**Q:** A free titanium atom has the configuration $3d^24s^2$, and its 4p shell is empty. What becomes of these four electrons when the atoms form a metal?

**A:** The table divides the filled states of the metal according to the shape they have around each atom. "Projection electrons" counts the electrons of one shape. "Projection band centre" is the mean energy of that filled weight, measured from the Fermi energy, so a more negative value lies deeper. The two atoms are related by inversion and have to agree, which leaves three rows to explain: Ti1_s, Ti1_p and Ti1_d.

Calculated values. OpenMX 3.8.5, PBE-D4 with 2013 PBE pseudopotentials, basis Ti7.0-s2p2d1, no spin polarisation; two-atom hexagonal Ti cell, atoms displaced at random by about 0.15 Å. Mulliken-projected density of states from -12 eV to the Fermi energy (the zero of energy), on a 14×14×9 k mesh; self-consistent run on 11×11×7 with Fermi-Dirac smearing of 0.05 eV.

| projection name | projection electrons (e) | projection band centre (eV) |
| --- | --- | --- |
| Ti1_s | 0.670 | -3.160 |
| Ti1_p | 0.350 | -1.730 |
| Ti1_d | 2.880 | -1.310 |
| Ti2_s | 0.670 | -3.160 |
| Ti2_p | 0.350 | -1.730 |
| Ti2_d | 2.880 | -1.310 |

**Q:** So d has gained at the expense of s, and some p has appeared.

**A:** Yes. The d row holds 2.88 electrons, about 74 % of all those projected. The s row has dropped from the atom's two electrons to 0.67, and the p row has risen from nothing to 0.35.

**Q:** The p row puzzles me. In the atom the 4p level lies above 3d, yet here the p centre lies below the d centre. Has the filled 3p shell slipped in?

**A:** No, the 3p shell is far too deep and lies below the floor of the energy window. The puzzle goes away once you stop reading the p row as a partly filled 4p level. The outer orbitals of neighbouring atoms overlap so strongly that they merge into one broad band of nearly free waves. The s row and the p row are two views of that band, so the p centre tells you where in the band the waves look like p, and says little about the atomic 4p level.

**Q:** How can one wave look like s and like p?

**A:** Look at it from the nucleus of one atom. The slowest wave, at the bottom of the band, has the same value on all sides of the atom, and that is an s shape. A faster wave changes across the atom, higher on one side and lower on the other, and this slope is a p shape. The p share therefore grows with the wave number $k$, and the filled p weight gathers in the upper part of the filled band.

Sodium metal is the simpler system to keep in mind. Its atom has a single 3s electron outside closed shells, yet the filled band of the metal has p character too, mostly towards the Fermi energy. The comparison holds for the s and p rows of titanium only, because sodium has no d band in this energy range.

**Q:** Can this be turned into a number?

**A:** Start with the width of the filled band. The s and p rows together hold $0.67+0.35=1.02$ electrons per atom, in a volume of 17.64 Å$^3$, so the density is $n\approx0.058$ Å$^{-3}$. For free electrons the largest filled wave number is

$$k_F=(3\pi^2 n)^{1/3}\approx1.2\ \text{Å}^{-1},$$

and the filled width is

$$W=\frac{\hbar^2k_F^2}{2m}\approx5.5\ \text{eV}.$$

Now average the energy over the p weight. The number of waves between $k$ and $k+dk$ grows as $k^2$. The p shape comes from the slope of the wave, so its weight in each wave grows as another $k^2$. The energy grows as $k^2$ as well, and the mean height above the bottom of the band is

$$W\,\frac{\int_0^{k_F}k^6\,dk}{k_F^2\int_0^{k_F}k^4\,dk}=\frac57W.$$

The p centre then lies $\tfrac27W$, or about 1.6 eV, below the Fermi energy. The s weight lacks the extra factor $k^2$. Its mean height is $\tfrac35W$, which puts the s centre about 2.2 eV below the Fermi energy.

**Q:** The order is right, but the s centre in the table is much deeper than that.

**A:** Part of the difference comes from a shortcut. The powers of $k$ hold only close to the nucleus, whereas the sphere that belongs to each atom has a radius of 1.6 Å, and the fastest filled waves change a good deal across it. Integrating the exact spherical waves over the whole sphere lowers both centres, p slightly and s to about −2.5 eV. The output after this exchange lists these integrals. It sums over only six values of $k$, which can shift a centre by up to about 0.1 eV. They take the volume and the sum of the s and p electrons as input, and nothing is fitted to the centres.

**Q:** And how does this fuller model do against the table?

**A:** For p it does well: its centre agrees with the table's −1.73 eV to within the 0.1 eV that the sum allows. It also divides the electrons sensibly, with 0.66 in s and 0.31 in p. Only this division is tested, because the sum was put in. The counts in the table would themselves shift with another basis, so their close match should not be pressed.

The s centre is where the model fails. It comes out about 0.7 eV too shallow, roughly a fifth of the depth in the table.

**Q:** What do free waves leave out that matters so much for s?

**A:** Most likely their mixing with the d states. When two states of the same symmetry mix, the lower one moves down and the upper one moves up. The broad band starts below most of the d states, so its s-rich lower part is pushed down. Higher up, s character is carried upwards, partly past the Fermi energy, where it no longer counts as filled. Both effects make the filled s weight deeper, as the table requires, but no row has the mixing switched off, so this remains an argument from theory. The p waves can mix with d states too, so the close match of the p centre may be partly luck.

**Q:** Could the d row be one more view of the same free waves?

**A:** No. The free waves that hold the s and p electrons have a d-shaped part of only 0.04 electrons per atom. That alone proves little, since so few electrons were put in. But even if all the projected electrons were put into free waves, the same integrals would give less than one d-shaped electron per atom, against 2.88 in the table. The d electrons need a band of their own, built from 3d orbitals that are compact and overlap weakly with their neighbours. Weak overlap gives a narrower band, and this band has room for ten electrons per atom.

That explains both entries of the d row. Many places in a short range of energy mean that d takes most of the electrons, including those that would otherwise have to fill the upper part of the broad band. And because the d band itself begins well above the bottom of the broad band, with only some d weight mixed in lower down, the mean of the filled d states lies closest to the Fermi energy.

**Q:** Is there an equally simple estimate for the d centre?

**A:** There is a cruder one. If the d states were spread evenly in energy, their filled part would reach twice as deep as its centre, $2\times1.31=2.62$ eV. All ten places would then need a width of $2.62\times10/2.88\approx9.1$ eV. The d band of titanium is roughly 6 eV wide, a recalled figure, so an even spread is a poor picture. Some of the filled d weight must lie deeper than such a band would put it, and mixing with the broad band is a plausible reason.

**Q:** The p and d centres are only 0.42 eV apart. Would you trust their order?

**A:** For this cell and this basis, yes, though with less confidence than the deep position of s. The basis has only one radial d function on each atom, and a fuller one could shift both centres. The three projections add up to 3.90 electrons per atom, which is 0.1 short of four. If that shortfall were all p weight right at the Fermi energy, the p centre would rise to −1.35 eV, still just below the d centre at −1.31 eV.

The cell itself is not the ideal crystal. Its atoms were displaced at random from their hexagonal close-packed sites, and the shortest contact, 2.718 Å, is not the distance to all twelve neighbours. The second decimal of a centre should therefore not be carried over to well-ordered titanium.

**Q:** Titanium is used as a thin contact or adhesion layer in devices. Does the d row matter there?

**A:** It shows that most of the valence electrons such a layer brings to an interface are in d orbitals, which can form directed bonds with the atoms on the other side. It doesn't tell you which electrons carry the current. That depends on the states right at the Fermi energy and on their speed, while these rows sum over everything below it. For the same reason, the d centre here is not the one used in models of adsorption, which average over the empty d states too.

Output of the analysis:

```
electrons per atom missing from the projections (of 4): 0.1
d share of the projected electrons, %: 73.85
s share of the projected electrons, %: 17.18
p share of the projected electrons, %: 8.974
d electrons gained against atomic 3d2 4s2, e: 0.88
s electrons lost against atomic 3d2 4s2, e: 1.33
step of the centre from s to p, eV: 1.43
step of the centre from p to d, eV: 0.42
filled width of a free-electron band holding the s and p electrons, eV: 5.453
free-electron model, s electrons per atom: 0.6616
free-electron model, p electrons per atom: 0.3082
free-electron model, d tail, electrons per atom: 0.04039
free-electron model, s centre, eV: -2.502
free-electron model, p centre, eV: -1.776
s centre, model less table, eV: 0.6585
p centre, model less table, eV: -0.04635
flat d band, filled depth below the Fermi energy, eV: 2.62
flat d band, implied full width for 10 electrons, eV: 9.097
p centre if all missing electrons were p at the Fermi energy, eV: -1.346
```
